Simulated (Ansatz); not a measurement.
# InSe (P-6m2) in Ansatz: further runs

One crystal, InSe, is run at these levels: LDA, PBE, PBEsol; tasks: band structure.

Everything below comes from runs of Ansatz 0.2.0. Logs are shortened: lines on timing, memory, paths and dates and some standing lists are left out, and cuts for length are marked.

### Step 1. The crystal as given

It takes space group P-6m2 (No. 187, hexagonal). Conventional cell: a = 4.047 Å, b = 4.047 Å, c = 18.052 Å, α = 90.00°, β = 90.00°, γ = 120.00°. In (site symmetry 3m) has 3 Se at 2.65 Å and 1 In at 2.79 Å as nearest neighbours. Around In (site symmetry 3m) lie 3 Se at 2.65 Å and 1 In at 2.79 Å. Se (site symmetry 3m) is surrounded by 3 In at 2.65 Å. Se (site symmetry 3m) is surrounded by 3 In at 2.65 Å.

Measurements of this composition are mostly on another form, of space group No. 160.

### Step 2. Band structure, LDA

File input.yaml:

```yaml
crystal:
  lattice:
    - [4.0473293151, 0.0, 0.0]
    - [-2.0236646576, 3.5050900044, 0.0]
    - [0.0, 0.0, 18.05206491]
  atoms:
    - { symbol: In, position: [0.3333333333, 0.6666666667, 0.07739049] }
    - { symbol: In, position: [0.3333333333, 0.6666666667, 0.92260951] }
    - { symbol: In, position: [0.0, 0.0, 0.42260632] }
    - { symbol: In, position: [0.0, 0.0, 0.57739368] }
    - { symbol: Se, position: [0.3333333333, 0.6666666667, 0.35298428] }
    - { symbol: Se, position: [0.3333333333, 0.6666666667, 0.64701572] }
    - { symbol: Se, position: [0.6666666667, 0.3333333333, 0.14699993] }
    - { symbol: Se, position: [0.6666666667, 0.3333333333, 0.85300007] }
hamiltonian:
  xc: lda
  pseudopotentials: { kind: paw }
kpoints:
  mp_grid: { grid: [6, 6, 2] }
  band_path:
    path:
      - [[0.0, 0.0, 0.0], [0.5, 0.0, 0.0], [0.3333333333, 0.3333333333, 0.0], [0.0, 0.0, 0.0], [0.0, 0.0, 0.5], [0.5, 0.0, 0.5], [0.3333333333, 0.3333333333, 0.5], [0.0, 0.0, 0.5]]
      - [[0.5, 0.0, 0.5], [0.5, 0.0, 0.0]]
      - [[0.3333333333, 0.3333333333, 0.0], [0.3333333333, 0.3333333333, 0.5]]
    npoints: 10
scf:
  occupations: { method: fermi_dirac, width: 0.05 }
  n_extra_bands: 20
output:
  forces: true
  stress: true
  eigenvalues: true
  fatbands: true
```

Potentials or basis: Ansatz PAW.

The run is started by

```bash
> ansatz run input.yaml --threads 4 --pin off --max-ram 11264MiB --backend cpu --events-out ev --progress --plain --runs-dir out
```

Output:

```text
Warning: RAYON_NUM_THREADS=4 ignored (pool sized by the plan → 4); use --threads N
scf.n_extra_bands = 20 over 58 filled bands (N_el = 116.0): the run solves 78 bands
Engine: ansatz 0.2.0, aarch64-unknown-linux-gnu
Pseudopotentials: kind: paw
Pseudopotential: In, paw, valence charge 13, recommended cutoff 420 eV (normal), In.paw.azcp
Pseudopotential: Se, paw, valence charge 16, recommended cutoff 420 eV (normal), Se.paw.azcp
Functional definition: SPW92
  exchange = slater_x
  correlation = pw_c
Crystal: 8 atoms, lattice volume = 256.091 Å³
Basis set: ecut = 420 eV, 4981 PW (Γ)
Bands: 78, of which v1, the nominal top of the filled ones, is band 58 counted from 1 (57 counted from 0)
Symmetry: 12 space group operations
Space group: P-6m2 (ITA 187), of the structure as read, at distance tolerance 6.4e-5 Å
k-points: 14 of 72 (time reversal used)
Non-local potential: In, projectors of the file, l = 0: 2, l = 1: 2, l = 2: 2, l = 3: 2
Non-local potential: Se, projectors of the file, l = 0: 2, l = 1: 2, l = 2: 3, l = 3: 1
PAW form: soft (Blöchl's): semilocal exchange-correlation on the pseudo side does not see the compensation charge
PAW frozen core: In, regenerated for the run's functional, and the local potential with it (the file was generated under x = pbe(κ = 0.804, μ = 0.2195149727645171), c = pbe(β = 0.06672455060314922))
PAW frozen core: Se, regenerated for the run's functional, and the local potential with it (the file was generated under x = pbe(κ = 0.804, μ = 0.2195149727645171), c = pbe(β = 0.06672455060314922))
PAW one-centre angular grid: In, 590 points (default); XC on 64 Gauss nodes
PAW one-centre angular grid: Se, 590 points (default); XC on 64 Gauss nodes
Initial density: superposition of atomic densities (neutral atoms: chi_scale 0, normalization atom), corrected by the library's trained network
Initial wavefunctions: pseudopotential atomic-orbital guess
Functional: x = slater, c = lda
SCF iter   1: F=—  HF=-43365.296031 eV  |F-HF|=—  |Δ(HF+E_count)|=         —  Δρ=6.58e-3  dr2=1.09e-1  ethr=1.77e-3  ⟨swp⟩=5.9  Hψ=4480  notcnv=0  defer=70
preconditioner: auto → Resta (q_TF=auto, 2.391 Å⁻¹)  ε∞=2.8  [insulator: Δε(μ)=0.483 eV  Ē_g=15.199 eV  σ=0.050 eV  W_gap=0.98  n_scr=66 (ndim 8)  ℏωp=20.2 eV  f_vac=0.164  D(μ)=0.01/eV (n_scr^D=0)  ε∞_Penn≈2.8]
SCF iter   2: F=—  HF=-43365.268378 eV  |F-HF|=—  |Δ(HF+E_count)|=   2.77e-2  Δρ=2.68e-3  dr2=1.15e-2  ethr=9.39e-5  ⟨swp⟩=3.1  Hψ=1886  notcnv=0  defer=190
SCF iter   3: F=—  HF=-43365.266240 eV  |F-HF|=—  |Δ(HF+E_count)|=   2.14e-3  Δρ=9.99e-4  dr2=2.37e-3  ethr=9.89e-6  ⟨swp⟩=2.1  Hψ=1422  notcnv=0  defer=190
SCF iter   4: F=—  HF=-43365.265937 eV  |F-HF|=—  |Δ(HF+E_count)|=   3.02e-4  Δρ=2.84e-4  dr2=2.06e-4  ethr=2.04e-6  ⟨swp⟩=2.0  Hψ=1060  notcnv=0  defer=190
SCF iter   5: F=—  HF=-43365.265953 eV  |F-HF|=—  |Δ(HF+E_count)|=   1.52e-5  Δρ=5.17e-5  dr2=8.00e-6  ethr=1.78e-7  ⟨swp⟩=2.0  Hψ=1031  notcnv=0  defer=190
SCF iter   6: F=—  HF=-43365.265929 eV  |F-HF|=—  |Δ(HF+E_count)|=   2.34e-5  Δρ=1.08e-5  dr2=4.93e-7  ethr=6.90e-9  ⟨swp⟩=3.0  Hψ=1733  notcnv=0  defer=190
SCF iter   7: F=-43365.265929 eV  HF=-43365.265929 eV  |F-HF|=1.69e-8  |Δ(HF+E_count)|=   1.36e-7  Δρ=3.41e-6  dr2=4.03e-8  ethr=8.62e-11  ⟨swp⟩=11.9  Hψ=5884  notcnv=0
SCF 1 converged in 7 iterations: F = -43365.265929 eV  dr2 = 4.03e-8
NSCF: frozen V_eff on 93 k-points
SCF converged after 7 iterations
Free energy (F): -43365.265929 eV
Harris-Foulkes:  -43365.265929 eV  (|F-HF|=1.69e-8)
Internal energy: -43365.265783 eV  (E = F + TS)
E sigma→0 (E₀):  -43365.265856 eV
Entropy (-TS):   -0.000146 eV (-0.018 meV/atom)
Fermi energy:    5.878865 eV
--- Per-component energies (eV) ---
  E_band       = -1990.713228
  E_kinetic    = 1447.979632
  E_local      = -17012.494903  (includes V_loc(G=0)·N_el)
  E_nonlocal   = -875.580461
  E_hartree    = 7802.408241
  E_xc         = -1265.388354
  E_vxc        = -794.391779  (∫ρ·V_xc dr)
  E_paw        = -23370.517892  (= ΣΔE_a)
  E_vpaw       = -361.047298  (= ΣTr[D̂ρ^β])
  E_aug_tail   = -0.002354  (compensation charges beyond the density's cutoff)
  E_ewald      = -10101.677288
  E_core_change = 10.007595  (= ΣΔE_core)
  E_smearing   = -0.000146  (= −TS)
  E_closure    = -0.000000  (closes the sum)
  Σ components = -43365.265929   (vs F -43365.265929, Δ=0.00e0)
--- Forces (eV/Å), atoms counted from 1 ---
  atom   1  In    -0.00000000     0.00000000    -0.01336573
  atom   2  In    -0.00000000     0.00000000     0.01336573
  atom   3  In    -0.00000000    -0.00000000     0.01348246
  atom   4  In    -0.00000000     0.00000000    -0.01348246
  atom   5  Se     0.00000000     0.00000000     0.15375881
  atom   6  Se     0.00000000     0.00000000    -0.15375881
  atom   7  Se     0.00000000    -0.00000000    -0.15425015
  atom   8  Se     0.00000000    -0.00000000     0.15425015
  max |Σ_I F_I| component: 4.16e-17 eV/Å
--- Stress (GPa, compression-positive) ---
       -2.312625       0.000000       0.000000
        0.000000      -2.312625       0.000000
        0.000000       0.000000      -2.137660
  P = ⅓ Tr σ = -2.2543 GPa (-22.543 kbar)
--- Band table (eV; the first three rows and the last of 14) ---
  k-point 0: bands = ["-41.7607", "-41.7607", "-41.7607", "-41.7607", "-41.7578", "-41.7578", "-41.7578", "-41.7578", "-41.7272", "-41.7272", "-41.7272", "-41.7272", "-41.7243", "-41.7243", "-41.7243", "-41.7243", "-41.7150", "-41.7150", "-41.7121", "-41.7121", "-8.8503", "-8.8478", "-8.6566", "-8.6566", "-8.6543", "-8.6543", "-8.5708", "-8.5708", "-8.5684", "-8.5684", "-8.5604", "-8.5604", "-8.5580", "-8.5580", "-8.3850", "-8.3850", "-8.3829", "-8.3826", "-8.3826", "-8.3791", "-7.5191", "-7.4436", "-7.3661", "-7.2881", "-0.3177", "-0.1731", "1.8499", "2.2953", "4.5551", "4.5551", "4.6026", "4.6026", "4.6085", "4.6336", "4.6336", "4.6835", "4.6835", "5.6190", "6.1187", "6.9735", "7.6753", "7.7230", "10.0075", "10.0075", "10.0386", "10.0386", "11.2481", "11.2481", "11.2976", "11.2976", "11.3191", "11.4217", "12.2980", "12.8835", "13.5449", "13.8820", "14.6643", "14.6643"]
  k-point 1: bands = ["-41.7607", "-41.7607", "-41.7607", "-41.7607", "-41.7578", "-41.7578", "-41.7578", "-41.7578", "-41.7272", "-41.7272", "-41.7272", "-41.7272", "-41.7243", "-41.7243", "-41.7243", "-41.7243", "-41.7150", "-41.7150", "-41.7121", "-41.7121", "-8.8503", "-8.8478", "-8.6566", "-8.6566", "-8.6543", "-8.6543", "-8.5708", "-8.5708", "-8.5684", "-8.5684", "-8.5604", "-8.5604", "-8.5580", "-8.5580", "-8.3850", "-8.3850", "-8.3826", "-8.3826", "-8.3822", "-8.3798", "-7.4914", "-7.4893", "-7.3193", "-7.3170", "-0.2511", "-0.2477", "2.0585", "2.0639", "4.5714", "4.5714", "4.5727", "4.5727", "4.6647", "4.6647", "4.6660", "4.6660", "5.0063", "5.0181", "6.6475", "6.6630", "7.7030", "7.7094", "10.0216", "10.0216", "10.0240", "10.0240", "11.2719", "11.2719", "11.2740", "11.2740", "11.3577", "11.3673", "12.5474", "12.5604", "13.7393", "13.7778", "14.7449", "14.7449"]
  k-point 2: bands = ["-41.7607", "-41.7607", "-41.7607", "-41.7607", "-41.7578", "-41.7578", "-41.7578", "-41.7578", "-41.7272", "-41.7272", "-41.7272", "-41.7272", "-41.7244", "-41.7244", "-41.7243", "-41.7243", "-41.7150", "-41.7150", "-41.7121", "-41.7121", "-8.8559", "-8.8534", "-8.7377", "-8.7343", "-8.6800", "-8.6758", "-8.6535", "-8.6512", "-8.5676", "-8.5652", "-8.5529", "-8.5506", "-8.5468", "-8.5444", "-8.4257", "-8.4231", "-8.3871", "-8.3846", "-8.3023", "-8.2998", "-7.2477", "-7.1797", "-7.1155", "-7.0443", "-0.1899", "-0.0942", "1.7927", "1.9440", "3.2639", "3.4135", "3.4686", "3.9066", "4.2348", "4.3022", "4.3478", "4.4197", "4.9075", "5.4927", "7.3081", "7.6964", "8.3614", "8.4923", "9.3377", "9.4272", "10.2448", "10.2828", "10.2861", "10.4337", "11.6948", "11.7791", "11.8450", "11.9044", "12.0329", "12.6708", "12.9618", "13.7645", "14.1358", "14.5081"]
  k-point 13: bands = ["-41.7606", "-41.7606", "-41.7606", "-41.7606", "-41.7577", "-41.7577", "-41.7577", "-41.7577", "-41.7273", "-41.7273", "-41.7272", "-41.7272", "-41.7244", "-41.7244", "-41.7244", "-41.7244", "-41.7149", "-41.7149", "-41.7120", "-41.7120", "-8.9763", "-8.9740", "-8.8850", "-8.8827", "-8.7846", "-8.7821", "-8.6755", "-8.6731", "-8.5612", "-8.5588", "-8.5223", "-8.5199", "-8.5126", "-8.5102", "-8.4196", "-8.4172", "-8.4157", "-8.4132", "-8.2210", "-8.2183", "-6.1984", "-6.1957", "-6.1318", "-6.1291", "-0.4038", "-0.4026", "0.3947", "0.3950", "1.9699", "1.9804", "2.2849", "2.3002", "3.3760", "3.3962", "3.7507", "3.8556", "4.0413", "4.1433", "7.6440", "7.7149", "8.1243", "8.2082", "9.0879", "9.2085", "10.0956", "10.2954", "11.3796", "11.3885", "12.1971", "12.2386", "12.3142", "12.6068", "12.7052", "13.5056", "13.6544", "13.6586", "13.8245", "14.5638"]
```

It took 64 s on 4 threads of Arm Neoverse V2, shared host; peak memory 1.3 GiB.

What came out:

* Free energy: -43365.2659 eV
* Pressure: -2.3 GPa
* Largest force: 0.154 eV/Å
* Band gap on the k mesh: 0.50 eV, direct
* Band gap along the path: 0.50 eV, direct

Forces on the atoms (eV/Å):
```
In   0.000  0.000 -0.013
In   0.000  0.000  0.013
In   0.000  0.000  0.013
In   0.000  0.000 -0.013
Se   0.000  0.000  0.154
Se   0.000  0.000 -0.154
Se   0.000  0.000 -0.154
Se   0.000  0.000  0.154
```

Stress tensor (GPa, compression positive):
```
-2.31  0.00  0.00
 0.00 -2.31  0.00
 0.00  0.00 -2.14
```

Levels at the corners of the path, in eV from the valence-band top:
| point | band 54 | band 55 | band 56 | band 57 | band 58 | band 59 | band 60 | band 61 | band 62 | band 63 |
| --- | --- | --- | --- | --- | --- | --- | --- | --- | --- | --- |
| Γ | -0.99 | -0.99 | -0.94 | -0.94 | 0.00 | 0.50 | 1.35 | 2.06 | 2.10 | 4.39 |
| M | -1.95 | -1.94 | -1.86 | -1.48 | -1.35 | 1.56 | 1.62 | 1.79 | 1.86 | 3.53 |
| K | -2.23 | -1.78 | -1.76 | -1.58 | -1.54 | 2.07 | 2.08 | 2.50 | 2.55 | 3.52 |
| Γ | -0.99 | -0.99 | -0.94 | -0.94 | 0.00 | 0.50 | 1.35 | 2.06 | 2.10 | 4.39 |
| A | -0.95 | -0.95 | -0.95 | -0.61 | -0.60 | 1.03 | 1.04 | 2.08 | 2.09 | 4.40 |
| L | -2.03 | -1.90 | -1.89 | -1.41 | -1.37 | 1.48 | 1.57 | 1.82 | 1.97 | 3.55 |
| H | -2.22 | -1.87 | -1.76 | -1.58 | -1.48 | 2.03 | 2.10 | 2.51 | 2.59 | 3.47 |
| A | -0.95 | -0.95 | -0.95 | -0.61 | -0.60 | 1.03 | 1.04 | 2.08 | 2.09 | 4.40 |
| L | -2.03 | -1.90 | -1.89 | -1.41 | -1.37 | 1.48 | 1.57 | 1.82 | 1.97 | 3.55 |
| M | -1.95 | -1.94 | -1.86 | -1.48 | -1.35 | 1.56 | 1.62 | 1.79 | 1.86 | 3.53 |
| K | -2.23 | -1.78 | -1.76 | -1.58 | -1.54 | 2.07 | 2.08 | 2.50 | 2.55 | 3.52 |
| H | -2.22 | -1.87 | -1.76 | -1.58 | -1.48 | 2.03 | 2.10 | 2.51 | 2.59 | 3.47 |

Caveat: spin-orbit coupling is left out, which moves the levels of the heavy elements; the PAW data sets come from PBE, with cores solved anew for the run's functional, which leaves a small shift of forces and pressure.

### Step 3. Band structure, PBE

Changes to input.yaml since step 2:

```diff
@@ -15,3 +15,3 @@
 hamiltonian:
-  xc: lda
+  xc: pbe
   pseudopotentials: { kind: paw }
@@ -32,2 +32,2 @@
   eigenvalues: true
-  fatbands: true
+  fatbands: false
```

Potentials or basis: Ansatz PAW.

The run is started by

```bash
> ansatz run input.yaml --threads 4 --pin off --max-ram 11264MiB --backend cpu --events-out ev --progress --plain --runs-dir out
```

Run time: 33 s. Hardware: 4 threads of Arm Neoverse V2, shared host; peak memory 1.3 GiB.

It converged, with:

```yaml
Free_energy: -44271.8531 eV
Pressure: 1.4 GPa
Largest_force: 0.238 eV/Å
Band_gap_on_the_k_mesh: 0.73 eV, direct
Band_gap_along_the_path: 0.73 eV, direct
```

Forces in eV/Å, atoms in the order of the input:
```
In   0.000  0.000 -0.096
In   0.000  0.000  0.096
In   0.000  0.000  0.095
In   0.000  0.000 -0.095
Se   0.000  0.000 -0.237
Se   0.000  0.000  0.237
Se   0.000  0.000  0.238
Se   0.000  0.000 -0.238
```

Levels at the corners of the path, in eV from the valence-band top:
| point | band 55 | band 56 | band 57 | band 58 | band 59 | band 60 | band 61 | band 62 |
| --- | --- | --- | --- | --- | --- | --- | --- | --- |
| Γ | -0.94 | -0.94 | -0.94 | 0.00 | 0.73 | 1.51 | 2.25 | 2.29 |
| M | -1.93 | -1.86 | -1.44 | -1.32 | 1.72 | 1.73 | 1.95 | 1.95 |
| K | -1.78 | -1.76 | -1.54 | -1.51 | 2.15 | 2.15 | 2.65 | 2.69 |
| Γ | -0.94 | -0.94 | -0.94 | 0.00 | 0.73 | 1.51 | 2.25 | 2.29 |
| A | -0.96 | -0.96 | -0.55 | -0.54 | 1.19 | 1.21 | 2.27 | 2.28 |
| L | -1.89 | -1.89 | -1.38 | -1.34 | 1.63 | 1.71 | 1.94 | 2.08 |
| H | -1.85 | -1.76 | -1.54 | -1.45 | 2.11 | 2.17 | 2.65 | 2.72 |
| A | -0.96 | -0.96 | -0.55 | -0.54 | 1.19 | 1.21 | 2.27 | 2.28 |
| L | -1.89 | -1.89 | -1.38 | -1.34 | 1.63 | 1.71 | 1.94 | 2.08 |
| M | -1.93 | -1.86 | -1.44 | -1.32 | 1.72 | 1.73 | 1.95 | 1.95 |
| K | -1.78 | -1.76 | -1.54 | -1.51 | 2.15 | 2.15 | 2.65 | 2.69 |
| H | -1.85 | -1.76 | -1.54 | -1.45 | 2.11 | 2.17 | 2.65 | 2.72 |

Caveat: spin-orbit coupling is left out, which moves the levels of the heavy elements; this functional lacks dispersion, which binds the layers, so the pressure and a relaxed spacing across them are unreliable.

### Step 4. Band structure, PBEsol

Changes to input.yaml since step 3:

```diff
@@ -15,3 +15,3 @@
 hamiltonian:
-  xc: pbe
+  xc: pbesol
   pseudopotentials: { kind: paw }
```

The run is started by

```bash
> ansatz run input.yaml --threads 4 --pin off --max-ram 11264MiB --backend cpu --events-out ev --progress --plain --runs-dir out
```

Wall time 33 s (4 threads of Arm Neoverse V2, shared host); peak memory 1.3 GiB.

The run converged. Its results:

- Free energy: -43802.2560 eV
- Pressure: -0.8 GPa
- Largest force: 0.060 eV/Å
- Band gap on the k mesh: 0.64 eV, direct
- Band gap along the path: 0.64 eV, direct

Forces in eV/Å, atoms in the order of the input:
```
In   0.000  0.000 -0.060
In   0.000  0.000  0.060
In   0.000  0.000  0.060
In   0.000  0.000 -0.060
Se   0.000  0.000 -0.012
Se   0.000  0.000  0.012
Se   0.000  0.000  0.012
Se   0.000  0.000 -0.012
```

Stress tensor (GPa, compression positive):
```
-0.88  0.00  0.00
 0.00 -0.88  0.00
 0.00  0.00 -0.55
```

Levels at the corners of the path, in eV from the valence-band top:
```tsv
point	band 54	band 55	band 56	band 57	band 58	band 59	band 60	band 61	band 62	band 63
Γ	-0.99	-0.97	-0.94	-0.94	0.00	0.64	1.45	2.14	2.19	4.44
M	-1.96	-1.94	-1.87	-1.46	-1.33	1.65	1.66	1.88	1.89	3.58
K	-2.24	-1.78	-1.76	-1.55	-1.52	2.08	2.09	2.61	2.65	3.55
Γ	-0.99	-0.97	-0.94	-0.94	0.00	0.64	1.45	2.14	2.19	4.44
A	-0.96	-0.96	-0.96	-0.57	-0.56	1.13	1.14	2.17	2.18	4.45
L	-2.04	-1.90	-1.90	-1.40	-1.35	1.56	1.64	1.88	2.02	3.60
H	-2.23	-1.86	-1.77	-1.55	-1.46	2.05	2.10	2.61	2.68	3.50
A	-0.96	-0.96	-0.96	-0.57	-0.56	1.13	1.14	2.17	2.18	4.45
L	-2.04	-1.90	-1.90	-1.40	-1.35	1.56	1.64	1.88	2.02	3.60
M	-1.96	-1.94	-1.87	-1.46	-1.33	1.65	1.66	1.88	1.89	3.58
K	-2.24	-1.78	-1.76	-1.55	-1.52	2.08	2.09	2.61	2.65	3.55
H	-2.23	-1.86	-1.77	-1.55	-1.46	2.05	2.10	2.61	2.68	3.50
```

Caveat: spin-orbit coupling is left out, which moves the levels of the heavy elements; this functional lacks dispersion, which binds the layers, so the pressure and a relaxed spacing across them are unreliable; the PAW data sets come from PBE, with cores solved anew for the run's functional, which leaves a small shift of forces and pressure.

### Step 5. The runs side by side

```csv
level,gap on the mesh (eV),pressure (GPa),largest force (eV/Å)
LDA,0.50,-2.3,0.15
PBE,0.73,1.4,0.24
PBEsol,0.64,-0.8,0.06
```

Alike in all rows: task band structure; potentials or basis Ansatz PAW; no spin polarisation; cell as given; k mesh 6 × 6 × 2; cutoff (eV) 420; smearing fermi-dirac 0.05 eV.

On the cell as given the gap runs from 0.50 eV (LDA) to 0.73 eV (PBE). The pressure there spans -2.3 GPa (LDA) to 1.4 GPa (PBE); a positive pressure means that this level wants a larger cell, a negative one a smaller.

Caveats: spin-orbit coupling is left out, which moves the levels of the heavy elements; the PAW data sets come from PBE, with cores solved anew for the run's functional, which leaves a small shift of forces and pressure (some runs); this functional lacks dispersion, which binds the layers, so the pressure and a relaxed spacing across them are unreliable (some runs).

Total energies depend on the potentials used, so only differences within one code and one set of settings carry meaning.
